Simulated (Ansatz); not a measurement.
# AlRu: the cost of one run

Method: DFT PBE, scalar-relativistic, plane waves, PAW, in Ansatz 0.2.0.

## 1. The system as given

Symmetry: Pm-3m, No. 221, cubic system. The conventional cell has a = 2.992 Å, b = 2.992 Å, c = 2.992 Å, α = 90.00°, β = 90.00°, γ = 90.00°. Al (site symmetry m-3m) is surrounded by 8 Ru at 2.59 Å. Around Ru (site symmetry m-3m) lie 8 Al at 2.59 Å.

As a file:

```
Al Ru
1.0
     2.99160    0.00000    0.00000
     0.00000    2.99160    0.00000
     0.00000    0.00000    2.99160
Al Ru
1 1
Cartesian
  0.0000 0.0000 0.0000
  1.4958 1.4958 1.4958
```

No relaxation comes first: the listed cell is the starting point.

## 2. Zero of energy

Reference values: F = -6417.4754 eV; pressure 2.58 GPa; largest force 0.000 eV/Å; gap on the mesh none (metal). It was computed beforehand with the settings of the runs below.

## 3. Setting up a trigonal deformation path

At fixed volume and fractional coordinates, lengths along (0.577, 0.577, 0.577) are scaled against those across it; ρ is that ratio over its starting value.

## 4. At ρ = 0.500

File input.yaml:

```yaml
crystal:
  lattice:
    - [3.1409831774, -0.6281966355, -0.6281966355]
    - [-0.6281966355, 3.1409831774, -0.6281966355]
    - [-0.6281966355, -0.6281966355, 3.1409831774]
  atoms:
    - { symbol: Al, position: [0.0, 0.0, 0.0] }
    - { symbol: Ru, position: [0.5, 0.5, 0.5] }
basis:
  ecutwfc: 420
kpoints:
  mp_grid: { grid: [18, 18, 18] }
hamiltonian:
  xc: pbe
scf:
  occupations: { method: gaussian, width: 0.15 }
output:
  forces: true
  stress: true
  eigenvalues: true
```

Launch:

```console
$ ansatz run input.yaml --threads 1 --pin off --max-ram 2560MiB --backend cpu --events-out ev --progress --plain --runs-dir out
```

**Question.** How long does this run take on 1 thread of Intel Xeon Platinum 8488C (Sapphire Rapids), shared host, and how much memory does it need?

About 7.8 s, with a peak of 0.53 GiB.
